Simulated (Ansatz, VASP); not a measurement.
KCl: VASP beside Ansatz

```
CELL_PARAMETERS angstrom
0.00000 3.23143 3.23143
3.23143 0.00000 3.23143
3.23143 3.23143 0.00000
ATOMIC_POSITIONS crystal
K 0.00000 0.00000 0.00000
Cl 0.50000 0.50000 0.50000
```

Change from the starting cell: volume scaled by 1.04, crystal datasets.

Alike in both runs: task electric field gradients; functional PBE; k mesh 13 × 13 × 13; occupations fermi-dirac, width 0.05 eV; no spin polarisation.

|  | VASP | Ansatz |
| --- | --- | --- |
| version | VASP 6.6.1 | Ansatz 0.2.0 |
| potentials or method | VASP PAW PBE potentials, release 64 (K_sv, Cl), cutoff 520 eV | all-electron PAW with datasets made for the crystal, scalar-relativistic |

|  | VASP | Ansatz | Ansatz less VASP |
| --- | --- | --- | --- |
| gap on the k mesh at the Fermi level (eV) | 4.92 | 4.92 | +0.001 |
| pressure (GPa) | -0.6 | -0.6 | -0.01 |
| Vzz of the field gradient on the site that differs most (V/Å²) | 0.0 | 0.0 | 0.00 |

Ansatz ran all-electron here, so the differences hold the error of VASP's frozen core and of both bases.

Caveats: an odd mesh through Γ misses points on the zone boundary, where band edges often lie.
